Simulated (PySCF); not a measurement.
One molecule, many functionals

Species: malononitrile, C3H2N2.
Numbering: `[N:1]#[C:2][CH2:3][C:4]#[N:5]` (hydrogens: H6, H7 on C3)

Geometry (PBE0-D3(BJ)/def2-SVP, Å), atoms numbered from 1 in this order:
```xyz
7
C3H2N2 angstrom
N     -2.2889    0.6512    0.1810
C     -1.2381    0.1755    0.1145
C      0.0779   -0.4547    0.0342
C      1.1610    0.4974   -0.2032
N      2.0338    1.2306   -0.3913
H      0.2752   -0.9995    0.9726
H      0.0709   -1.2025   -0.7764
```

Linear-response calculations in the def2-SVPD basis (PySCF; singlets by full response, triplets Tamm–Dancoff, core orbitals frozen in the response; HF means time-dependent Hartree–Fock). 'Strongest' is the level of largest summed f among the singlets computed (10 roots, of which the last may lack a degenerate partner); it can jump between rows when another state enters that window. S1 is the lowest singlet of each run and needn't be the same state throughout; f(S1) is that of one state. Geometry: PBE0-D3(BJ)/def2-SVP; no solvent, vibrations or thermal averaging.

```csv
functional,kind,S1 (eV),f(S1),strongest (eV),T1 (eV),HOMO (eV),gap (eV),"ionisation energy, ΔSCF (eV)"
LDA,LDA,7.12,0.001,7.55,6.52,-8.94,7.01,12.23
PBE,GGA,7.16,0.002,7.58,6.31,-8.74,7.07,11.99
B3LYP,"global hybrid, 20% exact exchange",7.41,0.001,8.65,6.24,-9.86,8.97,12.34
PBE0,"global hybrid, 25% exact exchange",7.48,0.001,9.03,6.17,-10.11,9.50,12.38
BHandHLYP,"global hybrid, 50% exact exchange",7.35,0.000,9.43,6.03,-11.34,11.55,12.60
CAM-B3LYP,range-separated hybrid,7.50,0.001,9.22,6.23,-11.53,11.88,12.68
wB97X-D,range-separated hybrid,7.55,0.001,9.10,6.33,-12.03,13.23,12.61
LC-wPBE,range-separated hybrid,7.63,0.001,9.45,6.19,-12.97,14.51,13.03
HF,Hartree–Fock,6.81,0.000,10.13,5.31,-13.24,15.09,not settled
```

S1 runs from 6.81 eV (HF) to 7.63 eV (LC-wPBE), a spread of 0.81 eV, while the orbital gap spreads over 8.1 eV. −ε(HOMO) comes closest to its own ΔSCF ionisation energy with LC-wPBE (-0.05 eV) and misses most with LDA (-3.29 eV). 'Not settled' means that the ion's SCF failed to converge or may have ended in another state than the lowest.
